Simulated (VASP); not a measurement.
The system is Te.

```
Te
1.0
     4.60135    0.00000    0.00000
    -2.30068    3.98489    0.00000
     0.00000    0.00000    5.90006
Te
3
Direct
  0.25670 0.00000 0.33333
  0.00000 0.25670 0.66667
  0.74330 0.74330 0.00000
```

```yaml
Program: VASP 6.6.1
Task: relaxation of cell and atoms
Functional: PBE
Potentials_or_basis: VASP PAW PBE potentials, release 64 (Te)
Cutoff: 600 eV
k_mesh: 9 × 9 × 6
Occupations: gaussian, width 0.1 eV
Spin: no spin polarisation
```

At the start: pressure 0.6 GPa; volume 36.06 Å³/atom.

How do energy, volume and symmetry change on relaxing?

Over 11 steps the energy falls by 5.1 meV/atom and the volume is 35.02 Å³/atom (-2.9 %); space group P3_121 (No. 152, to 0.05 Å).

The path:
```csv
step,energy change (eV),largest force (eV/Å),pressure (GPa),volume (Å³)
1,0.0000,0.2184,0.56,108.18
2,-0.0040,0.0282,-0.56,110.15
3,-0.0050,0.0846,-0.23,109.53
4,-0.0070,0.0756,-0.20,109.04
5,-0.0117,0.0504,-0.09,107.56
6,-0.0142,0.0073,0.24,104.63
7,-0.0145,0.0174,0.15,105.34
8,-0.0138,0.0626,-0.39,105.81
9,-0.0149,0.0137,-0.06,105.52
10,-0.0151,0.0059,-0.01,105.22
11,-0.0152,0.0018,0.01,105.06
```

Final structure:
```cif
data_structure
_symmetry_space_group_name_H-M 'P 1'
_symmetry_Int_Tables_number 1
_cell_length_a 4.5135
_cell_length_b 4.5135
_cell_length_c 5.9551
_cell_angle_alpha 90.000
_cell_angle_beta 90.000
_cell_angle_gamma 120.000
_cell_volume 105.06
loop_
_atom_site_label
_atom_site_type_symbol
_atom_site_fract_x
_atom_site_fract_y
_atom_site_fract_z
_atom_site_occupancy
Te1 Te 0.26913 0.00000 0.33333 1
Te2 Te 0.00000 0.26913 0.66667 1
Te3 Te 0.73087 0.73087 0.00000 1
```
